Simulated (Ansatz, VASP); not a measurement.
## Two plane-wave programs on Si

INCAR

```
ALGO = Normal
EDIFF = 1E-6
EDIFFG = -0.04
ENCUT = 600
GGA = PE
IBRION = 2
ISIF = 3
ISMEAR = 0
LASPH = T
LCHARG = F
LREAL = F
LWAVE = F
NELM = 60
NSW = 90
PREC = Accurate
SIGMA = 0.1
```

Contents of KPOINTS:

```
k-points
0
Gamma
  6 6 6
```

The input POSCAR:

```
Si
1.0
    2.7638942892      0.0000000000      0.0000000000
    0.0000000000      2.7638942892      0.0000000000
    0.0000000000      0.0000000000      2.7638942892
Si
1
Direct
    0.0000000000      0.0000000000      0.0000000000
```

Input for Ansatz:

```yaml
crystal:
  lattice:
    - [2.7638942892, 0.0, 0.0]
    - [0.0, 2.7638942892, 0.0]
    - [0.0, 0.0, 2.7638942892]
  atoms:
    - { symbol: Si, position: [0.0, 0.0, 0.0] }
basis:
  ecutwfc: 420
kpoints:
  mp_grid: { grid: [6, 6, 6] }
hamiltonian:
  xc: pbe
scf:
  occupations: { method: gaussian, width: 0.1 }
  lower_state_search: "off"
output:
  forces: true
  stress: true
  eigenvalues: true
relax:
  adjacent_minimum: "off"
  f_tol: 0.04
  max_steps: 70
  cell: { stress_tol: 0.4 }
```

Alike in both runs: task relaxation of cell and atoms; functional PBE; k mesh 6 × 6 × 6; occupations gaussian, width 0.1 eV; no spin polarisation.

|  | VASP | Ansatz |
| --- | --- | --- |
| version | VASP 6.6.1 | Ansatz 0.2.0 |
| potentials or method | VASP PAW PBE potentials, release 64 (Si) | scalar-relativistic, plane waves, PAW |
| plane-wave cutoff (eV) | 600 | 420 |
| valence electrons in the cell | 4 | 4 |

Ansatz gave:

```
gap on the k mesh at the Fermi level, each at its own relaxed structure (eV) : none
relaxed volume (Å³/atom)                                                     : 16.18
relaxed cell length with the largest relative difference (Å)                 : 2.530
energy change over the relaxation (meV/atom)                                 : -297
```

Task: Which values does VASP return?

Result: gap on the k mesh at the Fermi level, each at its own relaxed structure (eV): none; relaxed volume (Å³/atom): 16.16; relaxed cell length with the largest relative difference (Å): 2.528; energy change over the relaxation (meV/atom): -298.

A gap of «none» marks a metal or a gap that the smearing closes.

Caveats: the k mesh is coarse (spacing up to 0.38 Å⁻¹), so the values aren't converged; the volume moved by over 15 % at a fixed basis, so the end points are rough (VASP).
